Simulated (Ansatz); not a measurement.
A run of Ansatz 0.2.0 is set up as follows.

File input.yaml:

```yaml
crystal:
  lattice:
    - [2.6042941027, 0.0, 0.0]
    - [-1.3021470513, 2.2553848518, 0.0]
    - [0.0, 0.0, 4.723336]
  atoms:
    - { symbol: V, position: [0.3333333333, 0.6666666667, 0.25], spin: 3.5 }
    - { symbol: V, position: [0.6666666667, 0.3333333333, 0.75], spin: 3.5 }
hamiltonian:
  xc: pbesol
  pseudopotentials: { kind: paw }
magnetization:
  spin_polarized: true
kpoints:
  mp_grid: { grid: [12, 12, 6] }
scf:
  occupations: { method: fermi_dirac, width: 0.05 }
output:
  forces: true
  stress: true
  eigenvalues: true
  write_density: true
  write_potential: true
  elf: true
  volumetric_format: npy
```

Potentials or basis: Ansatz PAW.

Command:

```console
$ ansatz run input.yaml --threads 2 --pin off --max-ram 5632MiB --backend cpu --events-out ev --progress --plain --runs-dir out
```

(1) Estimate the pressure.

(2) Predict the absolute moment.

(3) What does it give for the net moment?

(4) What does it give for the band gap on the k mesh?

## Answers

(1) -7.2 GPa.

(2) 0.00 μB per cell.

(3) 0.00 μB per cell.

(4) none (metal or under the smearing width).

Caveat: the PAW data sets come from PBE, with cores solved anew for the run's functional, which leaves a small shift of forces and pressure; the starting moments weren't kept.
